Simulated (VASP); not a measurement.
# Pd (Fmmm) in VASP: notebook, part 2 of 2

VASP 6.6.1.

## Step 4: Single point, PBE

This run uses another cell than the first one, of 17.46 Å³/atom, 1.090 times its volume.

Contents of INCAR:

```
PREC = Accurate
ENCUT = 520
EDIFF = 1E-6
ISMEAR = 0
SIGMA = 0.1
LREAL = F
LASPH = T
NELM = 100
ALGO = Normal
ISIF = 2
LWAVE = F
LCHARG = T
GGA = PE
LELF = T
LVHAR = T
NBANDS = 17
```

Contents of KPOINTS:

```
Automatic mesh
0
Gamma
  6 6 6
```

Contents of POSCAR:

```
Pd
1.0
    0.0000000000      2.5031675791      3.9727266622
    1.7558576501      0.0000000000      3.9727266622
    1.7558576501      2.5031675791      0.0000000000
Pd
2
Direct
    0.0871000000      0.0871000000      0.9129000000
    0.9129000000      0.9129000000      0.0871000000
```

Potentials or basis: VASP PAW PBE potentials, release 64 (Pd).

Run with:

```
cat potpaw_PBE.64/Pd/POTCAR > POTCAR
mpirun -np 1 vasp_std > vasp.out
```

OUTCAR:

```text
PREC = Accurate
   ENCUT = 520
   EDIFF = 1E-6
   ISMEAR = 0
   LREAL = F
   LASPH = T
   NELM = 100
   ISIF = 2
   GGA = PE

 ion  position               nearest neighbor table
   1  0.087  0.087  0.913-   2 1.38   2 3.13   2 3.13   2 3.36   2 3.36   2 3.36   2 3.36
   2  0.913  0.913  0.087-   1 1.38   1 3.13   1 3.13   1 3.36   1 3.36   1 3.36   1 3.36

 -----------------------------------------------------------------------------
|                                                                             |
|           W    W    AA    RRRRR   N    N  II  N    N   GGGG   !!!           |
|           W    W   A  A   R    R  NN   N  II  NN   N  G    G  !!!           |
|           W    W  A    A  R    R  N N  N  II  N N  N  G       !!!           |
|           W WW W  AAAAAA  RRRRR   N  N N  II  N  N N  G  GGG   !            |
|           WW  WW  A    A  R   R   N   NN  II  N   NN  G    G                |
|           W    W  A    A  R    R  N    N  II  N    N   GGGG   !!!           |
|                                                                             |
|     The distance between some ions is very small. Please check the          |
|     nearest-neighbor list in the OUTCAR file.                               |
|     I HOPE YOU KNOW WHAT YOU ARE DOING!                                     |
|                                                                             |
 -----------------------------------------------------------------------------

  LATTYP: Found a face centered orthorhombic cell.
 ALAT       =     3.5117153002
 B/A-ratio  =     1.4256096324
 C/A-ratio  =     2.2625562283

  Lattice vectors:

 A1 = (   0.0000000000,   2.5031675791,   3.9727266622)
 A2 = (   1.7558576501,   0.0000000000,   3.9727266622)
 A3 = (   1.7558576501,   2.5031675791,   0.0000000000)

Analysis of symmetry for initial positions (statically):
=====================================================================
 Subroutine PRICEL returns:
 Original cell was already a primitive cell.

 Routine SETGRP: Setting up the symmetry group for a
 face centered orthorhombic supercell.

 Subroutine GETGRP returns: Found  8 space group operations
 (whereof  8 operations were pure point group operations)
 out of a pool of  8 trial point group operations.

The static configuration has the point symmetry D_2h.

Analysis of symmetry for dynamics (positions and initial velocities):
=====================================================================
 Subroutine PRICEL returns:
 Original cell was already a primitive cell.

 Routine SETGRP: Setting up the symmetry group for a
 face centered orthorhombic supercell.

 Subroutine GETGRP returns: Found  8 space group operations
 (whereof  8 operations were pure point group operations)
 out of a pool of  8 trial point group operations.

The dynamic configuration has the point symmetry D_2h.

 Subroutine INISYM returns: Found  8 space group operations
 (whereof  8 operations are pure point group operations),
 and found     1 'primitive' translations

----------------------------------------------------------------------------------------

                                     Primitive cell

  volume of cell :      34.9219

  direct lattice vectors                    reciprocal lattice vectors
     0.000000000  2.503167579  3.972726662    -0.284761125  0.199746914  0.125858143
     1.755857650  0.000000000  3.972726662     0.284761125 -0.199746914  0.125858143
     1.755857650  2.503167579  0.000000000     0.284761125  0.199746914 -0.125858143

  length of vectors
     4.695572922  4.343454066  3.057594482     0.369902690  0.369902690  0.369902690

  position of ions in fractional coordinates (direct lattice)
     0.087100000  0.087100000  0.912900000
[... 62 lines left out ...]
   total plane-waves  NPLWV =  27648
   dimension x,y,z NGX =    36 NGY =   32 NGZ =   24
   dimension x,y,z NGXF=    72 NGYF=   64 NGZF=   48
   ions per type =               2
   NGX,Y,Z   is equivalent  to a cutoff of  12.75, 12.25, 13.05 a.u.
   NGXF,Y,Z  is equivalent  to a cutoff of  25.49, 24.50, 26.10 a.u.
 SYSTEM =  unknown system
   PREC   = accura    normal or accurate (medium, high low for compatibility)
   ISTART =      0    job   : 0-new  1-cont  2-samecut
   ICHARG =      2    charge: 1-file 2-atom 10-const
   ISPIN  =      1    spin polarized calculation?
   LNONCOLLINEAR =      F non collinear calculations
   LSORBIT =      F    spin-orbit coupling
   LASPH  =      T    aspherical Exc in radial PAW
   ENCUT  =  520.0 eV  38.22 Ry    6.18 a.u.   8.73  8.08  5.69*2*pi/ulx,y,z
   NELM   =    100;   NELMIN=  2; NELMDL= -5     # of ELM steps
   EDIFF  = 0.1E-05   stopping-criterion for ELM
   LREAL  =      F    real-space projection
   EDIFFG = 0.1E-04   stopping-criterion for IOM
   NSW    =      0    number of steps for IOM
   IBRION =     -1    ionic relax: 0-MD 1-quasi-New 2-CG
   NFREE  =      0    steps in history (QN), initial steepest desc. (CG)
   ISIF   =      2    stress and relaxation
   ISYM   =      2    0-nonsym 1-usesym 2-fastsym
   POTIM  = 0.5000    time-step for ionic-motion
   TEBEG  =    0.0;   TEEND  =   0.0 temperature during run
   PSTRESS=    0.0 pullay stress
   NELECT =      20.0000    total number of electrons
   NUPDOWN=      -1.0000    fix difference up-down
   EMIN   =  10.00;   EMAX   =-10.00  energy-range for DOS
   EFERMI =   0.00;   METHOD = LEGACY
   ISMEAR =     0;   SIGMA  =   0.10  broadening in eV -4-tet -1-fermi 0-gaus
   EFERMI_NEDOS =   21; number of points for ismear=-14 and -15
   IALGO  =     38    algorithm
   IMIX   =      4    mixing-type and parameters
     AMIX     =   0.40;   BMIX     =  1.00
     AMIX_MAG =   1.60;   BMIX_MAG =  1.00
  volume/ion in A,a.u.               =      17.46       117.83
  Fermi-wavevector in a.u.,A,eV,Ry     =   1.359520  2.569120 25.147566  1.848294
  Thomas-Fermi vector in A             =   2.486261
   LORBIT       =      0    0 simple, 1 ext, 2 COOP (PROOUT), +10 PAW based schemes
   GGA     = PE    functional components
   LHFCALC =     F    Hartree Fock is set to
   AEXX    =    0.0000 exact exchange contribution
   IVDW    =     0    specifies the selected vdW correction
   LEPSILON=     F    determine dielectric tensor
   LRPA    =     F    only Hartree local field effects (RPA)
 non-spin polarized calculation
 Gauss-broadening in eV      SIGMA  =   0.10
  energy-cutoff  :      520.00
  volume of cell :       34.92
 maximum number of plane-waves:       953
   NGX = 17   NGY = 17   NGZ = 11

 number of electron      20.0000001 magnetization

 Free energy of the ion-electron system (eV)
  ---------------------------------------------------
  ext. energy  EPLUGINS =         0.00000000
  ---------------------------------------------------
  free energy    TOTEN  =         7.55802859 eV

  energy without entropy =        7.57482222  energy(sigma->0) =        7.56642540

 E-fermi :   8.9116     XC(G=0): -11.7220

 val. band max:        8.8849912435   @ k =  -0.1667   0.1667   0.1667
 cond. band min:       8.9152365309   @ k =  -0.1667   0.3333   0.1667
 fundamental gap:      0.0302452874
 Fermi energy:         8.9116054527

 k-point     1 :       0.0000    0.0000    0.0000
  band No.  band energies     occupation
      1      -4.2884      2.00000
      2      -3.2263      2.00000
      3      -3.0099      2.00000
      4       0.9914      2.00000
      5       2.2010      2.00000
      6       2.6168      2.00000
[... 457 lines left out ...]
      4       1.3587      2.00000
      5       1.8580      2.00000
      6       4.5094      2.00000
[... 9 lines left out ...]
     16      22.7786      0.00000
     17      25.6250      0.00000

 [... further k-points ...]

------------------------ aborting loop because EDIFF is reached ----------------------------------------

  FORCE on cell =-STRESS in cart. coord.  units (eV):
  Direction    XX          YY          ZZ          XY          YZ          ZX
  --------------------------------------------------------------------------------------
  -------------------------------------------------------------------------------------
  Total       -0.7349276     -1.1228585     37.9028319      0.0000000      0.0000000      0.0000000
  in kB      -33.7176424    -51.5154735   1738.9389338      0.0000000      0.0000000      0.0000000
  external PRESSURE =     551.2352726 kB  Pullay stress =       0.0000000 kB

 VOLUME and BASIS-vectors are now :
 -----------------------------------------------------------------------------
  energy-cutoff  :      520.00
  volume of cell :       34.92
      direct lattice vectors                 reciprocal lattice vectors
     0.000000000  2.503167579  3.972726662    -0.284761125  0.199746914  0.125858143
     1.755857650  0.000000000  3.972726662     0.284761125 -0.199746914  0.125858143
     1.755857650  2.503167579  0.000000000     0.284761125  0.199746914 -0.125858143

 POSITION                                       TOTAL-FORCE (eV/Angst)
 -----------------------------------------------------------------------------------
      1.75586      2.50317      0.69205         0.000000      0.000000     30.449191
      1.75586      2.50317      7.25340         0.000000      0.000000    -30.449191
 -----------------------------------------------------------------------------------
    total drift:                                0.000000      0.000000      0.000000

  FREE ENERGIE OF THE ION-ELECTRON SYSTEM (eV)
  ---------------------------------------------------
  free  energy   TOTEN  =         7.5580285854 eV

  energy  without entropy=        7.5748222217  energy(sigma->0) =        7.56642540
```

OSZICAR:

```text
N       E                     dE             d eps       ncg     rms          rms(c)
DAV:   1     0.128138393724E+03    0.12814E+03   -0.10180E+04  1572   0.113E+03
DAV:   2     0.987295397626E+01   -0.11827E+03   -0.11279E+03  1726   0.266E+02
DAV:   3     0.690092862993E+01   -0.29720E+01   -0.29626E+01  1823   0.427E+01
DAV:   4     0.686501508182E+01   -0.35914E-01   -0.35909E-01  1926   0.490E+00
DAV:   5     0.686416315031E+01   -0.85193E-03   -0.85190E-03  1936   0.724E-01    0.481E+01
DAV:   6     0.737059382824E+01    0.50643E+00   -0.46429E-01  1751   0.526E+00    0.271E+01
DAV:   7     0.755119156305E+01    0.18060E+00   -0.19758E-01  2074   0.274E+00    0.478E+00
DAV:   8     0.755686612232E+01    0.56746E-02   -0.24981E-02  1731   0.132E+00    0.613E-01
DAV:   9     0.755796527712E+01    0.10992E-02   -0.37210E-03  1727   0.400E-01    0.146E-01
DAV:  10     0.755801489999E+01    0.49623E-04   -0.27624E-04  2066   0.119E-01    0.619E-02
DAV:  11     0.755802816358E+01    0.13264E-04   -0.35971E-05  1794   0.431E-02    0.772E-03
DAV:  12     0.755802858538E+01    0.42180E-06   -0.14443E-06  1534   0.917E-03
   1 F= 0.75580286E+01 E0= 0.75664254E+01  d E =-.167936E-01
```

stdout:

```text
POSCAR found type information on POSCAR Pd
 POSCAR found :  1 types and       2 ions
 scaLAPACK will be used
 LDA part: xc-table for (Slater+PW92), standard interpolation
 -----------------------------------------------------------------------------
|                                                                             |
|           W    W    AA    RRRRR   N    N  II  N    N   GGGG   !!!           |
|           W    W   A  A   R    R  NN   N  II  NN   N  G    G  !!!           |
|           W    W  A    A  R    R  N N  N  II  N N  N  G       !!!           |
|           W WW W  AAAAAA  RRRRR   N  N N  II  N  N N  G  GGG   !            |
|           WW  WW  A    A  R   R   N   NN  II  N   NN  G    G                |
|           W    W  A    A  R    R  N    N  II  N    N   GGGG   !!!           |
|                                                                             |
|     The distance between some ions is very small. Please check the          |
|     nearest-neighbor list in the OUTCAR file.                               |
|     I HOPE YOU KNOW WHAT YOU ARE DOING!                                     |
|                                                                             |
 -----------------------------------------------------------------------------

 POSCAR, INCAR and KPOINTS ok, starting setup
 FFT: planning ... GRIDC
 FFT: planning ... GRID_SOFT
 FFT: planning ... GRID
 WAVECAR not read
 entering main loop
```

It took 10 s on 1 thread of Intel Xeon 6975P-C (Granite Rapids), shared host; peak memory 0.18 GiB.

What came out:

- Free energy: 7.5580 eV
- Pressure: 55.1 GPa
- Largest force: 30.449 eV/Å
- Band gap on the k mesh: none (metal or under the smearing width)

Forces on the atoms (eV/Å):
```
Pd    0.000   0.000  30.449
Pd    0.000   0.000 -30.449
```

Stress tensor (GPa, compression positive):
```
 -3.37   0.00   0.00
  0.00  -5.15   0.00
  0.00   0.00 173.89
```

Levels at points of the mesh, in eV from the Fermi level:
```tsv
k point	band 8	band 9	band 10	band 11	band 12	band 13
(0.00, 0.00, 0.00)	-3.06	-1.94	-0.50	0.21	5.84	6.89
(0.50, 0.00, 0.00)	-2.28	-1.68	-0.79	0.11	2.53	4.96
(0.50, 0.50, 0.00)	-2.75	-2.06	-1.92	0.33	0.94	10.61
(0.50, 0.00, 0.50)	-1.37	-1.33	-0.84	-0.15	1.88	7.41
(0.00, 0.50, 0.50)	-2.21	-1.29	0.65	1.03	4.26	5.35
```

Caveat: the k mesh is coarse (spacing up to 0.39 Å⁻¹), so the values aren't converged; a pressure of tens of GPa on the cell as given is suspect, and the run, the potentials or the cell itself is likely at fault; forces of over 1 eV/Å show positions far from the minimum, so gaps and moduli don't describe the material at rest.

## Step 5: The runs side by side

```csv
task,cell,cutoff (eV),gap on the mesh (eV),pressure (GPa),largest force (eV/Å)
single point,"Fmmm, 16.02 Å³/atom",520,none,-0.4,0.02
relaxation of cell and atoms,relaxed,600,none,0.1,0.02
single point,"Fmmm, 17.46 Å³/atom",520,none,55.1,30.45
```

Alike in all rows: level PBE; potentials or basis VASP PAW PBE potentials, release 64 (Pd); no spin polarisation; k mesh 6 × 6 × 6; smearing gaussian 0.1 eV; the mesh is coarse, so values aren't converged.

Caveats: all runs use coarse meshes; a pressure of tens of GPa on the cell as given is suspect, and the run, the potentials or the cell itself is likely at fault (some runs); forces of over 1 eV/Å show positions far from the minimum, so gaps and moduli don't describe the material at rest (some runs).

Total energies depend on the potentials used, so only differences within one code and one set of settings carry meaning.
